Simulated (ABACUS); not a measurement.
The system is Mo.

```xyz
1
Lattice="-1.5838 1.5838 1.5838 1.5838 -1.5838 1.5838 1.5838 1.5838 -1.5838" Properties=species:S:1:pos:R:3 pbc="T T T"
Mo    0.0000    0.0000    0.0000
```

Program: ABACUS 3.10.1. Alike in all runs: task single point; no spin polarisation; cell as given; smearing fermi-dirac 0.05 eV.

Question: Order these runs on this cell by their pressure, lowest first.
A. level r2SCAN; potentials or basis SG15 ONCV 1.2 PBE, DZP LCAO (the cutoffs set its grid); k mesh 9 × 9 × 9; cutoff (eV) 1361; orbital files Mo Mo_confined-atom_7au_3s2p2d1f.orb; SCF threshold on the density 1e-07; eigensolver genelpa
B. level AM05; potentials or basis PseudoDojo NC SR 0.5 PBE stringent, plane waves; k mesh 10 × 10 × 10; cutoff (eV) 1102; SCF threshold on the density 1e-08; eigensolver dav
C. level LDA; potentials or basis PseudoDojo NC SR 0.4.1 LDA standard, plane waves; k mesh 10 × 10 × 10; cutoff (eV) 1102; SCF threshold on the density 1e-08; eigensolver dav

Answer: C (-13.7 GPa), B (-10.0 GPa), A (-5.2 GPa).

Caveats: the potentials were made for another functional, which shifts forces and pressure (some runs); the atomic orbitals were generated for these runs and aren't a published set (some runs); the basis of atomic orbitals isn't converged, which shifts pressures, moduli and gaps (some runs).
